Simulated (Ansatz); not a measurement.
# Transmission past a defect: armchair graphene nanoribbon (N = 5, H edges), vacancy of one edge or surface C, part 2 of 4

Wanted: the relaxed defect and the transmission past it, beside the channels of the perfect wire.

Ansatz 0.2.0; DFT PBE, plane waves, PAW; relaxation of a wire's period (the session's first sound run).

So far. Step 2 (Relaxation of atoms and period): The cell's length comes to 4.312 Å with spin left out.

**3. Bands of the perfect wire**

This step: DFT PBE, plane waves, PAW; channels and complex bands of a perfect wire (Ansatz 0.2.0).

At the relaxed period the Bloch states of the perfect wire are found at each energy: those that move forward count the open channels, and those that decay describe how a disturbance dies away inside the wire itself. An energy step of 0.035 eV is under the 0.039 eV that the program asks for its thermal average at 300 K.

input.yaml reads:

```yaml
crystal:
  lattice:
    - [13.772, 0.0, 0.0]
    - [0.0, 7.0, 0.0]
    - [0.0, 0.0, 4.3124689765]
  atoms:
    - { symbol: C, position: [0.3229957, 0.5, 0.007723681] }
    - { symbol: C, position: [0.500011569, 0.5, 0.999749534] }
    - { symbol: C, position: [0.677027438, 0.5, 0.007723681] }
    - { symbol: C, position: [0.3229957, 0.5, 0.325609652] }
    - { symbol: C, position: [0.500011569, 0.5, 0.333583799] }
    - { symbol: C, position: [0.677027438, 0.5, 0.325609652] }
    - { symbol: H, position: [0.253305367, 0.5, 0.444400142] }
    - { symbol: H, position: [0.746717771, 0.5, 0.444400142] }
    - { symbol: C, position: [0.410350956, 0.5, 0.500138042] }
    - { symbol: C, position: [0.589672182, 0.5, 0.500138042] }
    - { symbol: C, position: [0.410350956, 0.5, 0.833195291] }
    - { symbol: C, position: [0.589672182, 0.5, 0.833195291] }
    - { symbol: H, position: [0.253305367, 0.5, 0.888933192] }
    - { symbol: H, position: [0.746717771, 0.5, 0.888933192] }
kpoints:
  mp_grid: { grid: [1, 1, 19] }
scf:
  occupations: { method: fermi_dirac, width: 0.05 }
hamiltonian:
  xc: pbe
output:
  transmission:
    e_range: [-1.26, 1.26]
    de: 0.035
    kmesh: [1, 1]
    reduced_basis: true
    leads: [[0, 0]]
basis:
  ecutwfc: "350 eV"
```

Started as:

```bash
> ansatz run input.yaml --threads 4 --pin off --max-ram 16384MiB --backend cpu --events-out ev --progress --plain --runs-dir out
```

Numbers of over 12 decimals in the logs are rounded to 6 here.

The log of the run:

```text
Warning: basis.ecutwfc = 350 eV is below the records' recommended 420 eV, and the density's cutoff is lower with it unless basis.ecutrho_ratio is high enough to keep the records' density cutoff: compare with a run at a higher cutoff
[...]
Crystal: 14 atoms, lattice volume = 415.739 Å³
Basis set: ecut = 350 eV, 6211 PW (Γ)
Bands: 36, of which v1, the nominal top of the filled ones, is band 22 counted from 1 (21 counted from 0)
Symmetry: 8 space group operations
[...]
k-points: 10 of 19
[...]
SCF iter   1: F=—  HF=-2572.289699 eV  |F-HF|=—  |Δ(HF+E_count)|=         —  Δρ=2.82e-3  dr2=8.07e-2  ethr=1.77e-3  ⟨swp⟩=7.4  Hψ=1965  notcnv=0  defer=28
[...]
SCF iter   7: F=-2572.276155 eV  HF=-2572.276155 eV  |F-HF|=5.79e-9  |Δ(HF+E_count)|=   2.35e-7  Δρ=3.09e-6  dr2=3.09e-8  ethr=2.27e-10  ⟨swp⟩=23.9  Hψ=2493  notcnv=0
the search or the solves at the SCF's close seem to have found levels that the self-consistency loop had missed (the run counts 1). By its estimate they hold under 1e-12 electrons; where the run keeps them, the occupations were computed again with them
SCF 1 converged in 7 iterations: F = -2572.276155 eV  dr2 = 3.09e-8
[...]
transmission: 8 of 8 steps passed
Second SCF, for the conductance: iteration 1, dr2 5.268e-7 eV
Second SCF, for the conductance: iteration 2, dr2 6.806e-8 eV
Second SCF, for the conductance: iteration 3, dr2 6.258e-9 eV
transmission: 8 of 8 steps passed
SCF converged after 7 iterations
Free energy (F): -2572.276155 eV
[...]
Internal energy: -2572.275258 eV  (E = F + TS)
E sigma→0 (E₀):  -2572.275707 eV
Entropy (-TS):   -0.000897 eV (-0.064 meV/atom)
Fermi energy:    -1.353289 eV
[...]
--- Band table (eV; the first three rows and the last of 10) ---
  k-point 0: bands = [... 18 lower, -4.7311, -4.1581, -3.0311, -1.5583, -1.1481, 0.0541, 1.3160, 1.7437, ... 10 higher]
  k-point 1: bands = [... 18 lower, -4.7674, -4.1508, -3.1457, -1.8162, -0.8980, 0.1860, 1.3371, 1.7075, ... 10 higher]
  k-point 2: bands = [... 18 lower, -4.8731, -4.1308, -3.4409, -2.2130, -0.5250, 0.5319, 1.4005, 1.6056, ... 10 higher]
  k-point 9: bands = [... 18 lower, -6.3754, -5.3148, -4.8321, -3.8064, 0.5712, 2.0464, 2.5314, 3.0159, ... 10 higher]
--- Transmission ---
  basis      : 703 plane waves across, 8 finite elements along
  points     : 1, standing for a mesh of 1 x 1
  filling    : by a second SCF (3 iterations) under fermi_dirac of width 0.025852 eV on a mesh of 1 x 1 x 62, whose Fermi level is -1.353120 eV
  energies   : 73 from -1.260000 to 1.260000 eV about the Fermi level, 0.035000 eV apart; the leads are filled to 0.000000 eV, and channels, transmission and decay are at 0.000000 eV
  crystal 0  : C10H4, at the sites [0, 0], period 4.3125 Å: whole cells are its period
    offset         : up to 0.0000 Å between an atom of the period and one for which it stands
    filled         : 7.7 meV over the level at which it is neutral
    channels       : 0.000000e0 a spin
    conductance    : 6.3137e10 S/m² at 300 K; may be off by some 0.0 % by where its bands' edges are placed, 4.1 % from the distance to neutral
    slowest decay  : 0.0380 /Å at (0.0000, 0.0000)
```

Wall time 13 min (4 threads of Arm Neoverse V1, shared host); peak memory 4.3 GiB; 47 min of CPU time.

Reading the cycles: dr2 is the Hartree energy of the density residual (eV), the measure of convergence; HF is the Harris–Foulkes estimate of the energy, which meets the free energy F at convergence.

Numbers from this step:

| Property | Result |
| --- | --- |
| energy at zero smearing | -2572.2757 eV |
| channels at the energy nearest the Fermi level, one spin | 0 |
| conductance of the lead as this run defines it | 7.86e-4 G₀ |
| slowest decay in the lead at the energy nearest the Fermi level | 0.038 Å⁻¹ |
| band gap | 0.4102 eV |

Table of open channels of the lead, one spin by energy, zero at the Fermi level:

energy (eV), open channels of the lead, one spin and a bar:
```
   -1.190       1.00 ##############################
   -1.085       1.00 ##############################
   -1.015       1.00 ##############################
   -0.910       1.00 ##############################
   -0.805       1.00 ##############################
   -0.700       1.00 ##############################
   -0.595       1.00 ##############################
   -0.490       1.00 ##############################
   -0.385       1.00 ##############################
   -0.315       1.00 ##############################
   -0.210       0.00 
   -0.105       0.00 
    0.000       0.00 
    0.105       0.00 
    0.210       1.00 ##############################
    0.315       1.00 ##############################
    0.385       1.00 ##############################
    0.490       1.00 ##############################
    0.595       1.00 ##############################
    0.700       1.00 ##############################
    0.805       1.00 ##############################
    0.910       1.00 ##############################
    1.015       1.00 ##############################
    1.085       1.00 ##############################
    1.190       1.00 ##############################
```

The slowest values at each energy, most degenerate partners merged, listed up to 1.5 1/Å. The Im kz of the slowest decaying states by energy, zero at the Fermi level:

```csv
energy (eV),decay 1 (Å⁻¹),decay 2 (Å⁻¹),decay 3 (Å⁻¹),decay 4 (Å⁻¹)
-1.26,0.133,0.469,0.476,0.502
-1.16,0.145,0.476,0.481,0.506
-1.05,0.155,0.482,0.485,0.510
-0.94,0.163,0.487,0.488,0.512
-0.84,0.170,0.492,0.492,0.513
-0.77,0.173,0.494,0.495,0.513
-0.67,0.178,0.497,0.500,0.513
-0.56,0.182,0.500,0.504,0.511
-0.46,0.184,0.503,0.507,0.509
-0.35,0.186,0.505,0.505,0.510
-0.24,0.187,0.501,0.507,0.513
-0.14,0.0288,0.187,0.496,0.509
-0.04,0.0376,0.186,0.490,0.511
0.00,0.0380,0.186,0.488,0.512
0.04,0.0372,0.185,0.485,0.512
0.14,0.0263,0.183,0.478,0.514
0.24,0.179,0.470,0.515,0.523
0.35,0.175,0.461,0.516,0.524
0.46,0.170,0.450,0.517,0.525
0.56,0.164,0.439,0.517,0.526
0.67,0.157,0.427,0.518,0.526
0.77,0.148,0.414,0.518,0.526
0.84,0.141,0.404,0.518,0.526
0.94,0.130,0.388,0.518,0.526
1.05,0.116,0.371,0.518,0.525
1.16,0.0987,0.352,0.517,0.524
1.26,0.0758,0.331,0.517,0.522
```

By hand: the program gives 6.3137 × 10^10 S/m² over the cell's cross-section of 96.40 Å² = 9.640 × 10^-19 m², so one cell conducts 6.087 × 10^-8 S. Divided by G0 = 2e²/h = 7.748 × 10^-5 S this is 7.9e-4 G0, a resistance of 16429 kΩ.

At the computed energy nearest the Fermi level there are 0 channels a spin, and the thermal average gives 7.9e-4 G₀; the gap is 0.41 eV.

(Part 2 of 4 ends here.)

[Logs are printed without paths, hosts, clocks, repeated set-up lines and the standing remarks that a program may print on its own settings, such as how far it seeks lower states.]

[Hosts, paths, dates, database ids (printed as entryN), source tags and the programs' standing remarks are cut or masked in the printed files.]
